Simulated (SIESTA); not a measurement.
Ni, 2 atoms in the cell. Symmetry: P6_3/mmc, No. 194, hexagonal system. Conventional cell: a = 2.448 Å, b = 2.448 Å, c = 4.073 Å, α = 90.00°, β = 90.00°, γ = 120.00°. Ni (site symmetry -6m2) is surrounded by 12 Ni at 2.45 to 2.48 Å. This isn't the form of Ni at room conditions, which is fcc.

- Program: SIESTA 5.4.2
- Task: single point
- Functional: PBE
- Potentials or basis: PseudoDojo 0.4 standard (PBE files)
- Basis: DZP (energy shift 0.003 Ry; two zetas on semicore shells)
- Grid cutoff: 800 Ry
- Energy shift: 0.003 Ry
- k mesh: 8 × 8 × 5
- Occupations: fermi-dirac, width 0.05 eV
- Spin: collinear spin, fm_larger start
- Starting moments: [2.5, 2.5] μB

Potentials or basis: PseudoDojo 0.4 standard (PBE files), DZP (energy shift 0.003 Ry; two zetas on semicore shells).

Command:

```sh
$ siesta < Ni.fdf > Ni.out 2>&1
```

Hardware: 1 thread of Intel(R) Xeon(R) 6975P-C (Granite Rapids), on a shared host.

Task: Estimate the wall time of this run.

Result: Wall time 54 s on 1 thread of Intel(R) Xeon(R) 6975P-C (Granite Rapids), on a shared host, peak memory 0.28 GiB. Counts: scf iterations 16, k points 168, bands 46.
